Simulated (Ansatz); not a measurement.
# InSb: how the half-step-shifted k-point mesh moves the results

Computed with Ansatz, DFT PBE, scalar-relativistic, plane waves, PAW.

```yaml
crystal:
  lattice:
    - [5.92042, 0.00000, 0.00000]
    - [0.00000, 5.93800, 0.00000]
    - [0.00000, 0.00000, 3.22250]
  atoms:
    - { symbol: In, position: [0.00000, 0.00000, 0.00881] }
    - { symbol: In, position: [0.50000, 0.50000, 0.99120] }
    - { symbol: Sb, position: [0.00000, 0.50000, 0.27700] }
    - { symbol: Sb, position: [0.50000, 0.00000, 0.72300] }
```

- plane-wave cutoff: 420 eV
- occupation rule: Gaussian smearing, 0.1 eV
- spin treatment: unpolarised

The atoms are held and the half-step-shifted k-point mesh is swept. Energies are extrapolated to zero smearing and count from the reference run, 8×8×14 Γ-centred mesh, Gaussian smearing 0.1 eV. The cell isn't necessarily relaxed at this level. Spin–orbit coupling is left out. Pressure is positive in compression.

| shifted mesh | ΔE (meV/atom) | P (GPa) | largest change of a force component (eV/Å) | irreducible points |
| --- | --- | --- | --- | --- |
| 4×4×8 | 12.2 | 0.08 | 0.060 | 16 |
| 6×6×10 | 0.41 | -0.03 | 0.008 | 45 |
| 8×8×12 | 1.18 | -0.04 | 0.003 | 96 |

This form isn't the usual stable structure of the compound.

Cost: 3 runs of about 0.61 core-minutes in all, on Intel Xeon Processor @ 2.70GHz (shared hosts).